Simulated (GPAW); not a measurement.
## BaZrO3: energy against volume and a worked fit

```cif
data_structure
_symmetry_space_group_name_H-M 'Pm-3m'
_symmetry_Int_Tables_number 221
_cell_length_a 4.1913
_cell_length_b 4.1913
_cell_length_c 4.1913
_cell_angle_alpha 90.000
_cell_angle_beta 90.000
_cell_angle_gamma 90.000
_cell_volume 73.63
loop_
_atom_site_label
_atom_site_type_symbol
_atom_site_symmetry_multiplicity
_atom_site_Wyckoff_symbol
_atom_site_fract_x
_atom_site_fract_y
_atom_site_fract_z
_atom_site_occupancy
Ba1 Ba 1 a 0.00000 0.00000 0.00000 1
Zr1 Zr 1 b 0.50000 0.50000 0.50000 1
O1 O 3 c 0.50000 0.50000 0.00000 1
```

The cell was scaled at fixed shape and fractions and run with GPAW, GPAW PAW data sets (gpaw-data 1.2.1), cutoff 800 eV; PBE, k mesh 6 × 6 × 6 on the cell of 5 atoms, fermi-dirac occupations of 0.05 eV, no spin polarisation, no spin-orbit coupling. Energies are those that the program minimises, any entropy of the smearing included.

```tsv
V (Å³/atom)	energy over the lowest row (meV/atom)
13.8426	55.93
14.1371	?
14.4316	14.31
14.7261	4.10
15.0207	0.00
15.3152	1.41
15.6097	7.79
```

Q: Fit the third-order Birch-Murnaghan form, give V0, B0 and B′, and predict the energy left open.

A: With y = (V0/V)^(2/3), E = E0 + (9 V0 B0/16) [(y - 1)³ B′ + (y - 1)² (6 - 4y)]. Least squares through the rows shown give V0 = 15.0880 Å³/atom, E0 = -0.14 meV, B0 = 149.8 GPa (1 eV/Å³ = 160.218 GPa) and B′ = 4.38, with a largest miss of 0.01 meV. At V = 14.1371 the form with these constants gives 31.34 meV; the run gave 31.34 meV an atom. Measured volume: 14.74 Å³/atom at 300 K (a printed reference work), so the fit lies +2.4 % from it. The runs are for a static lattice.
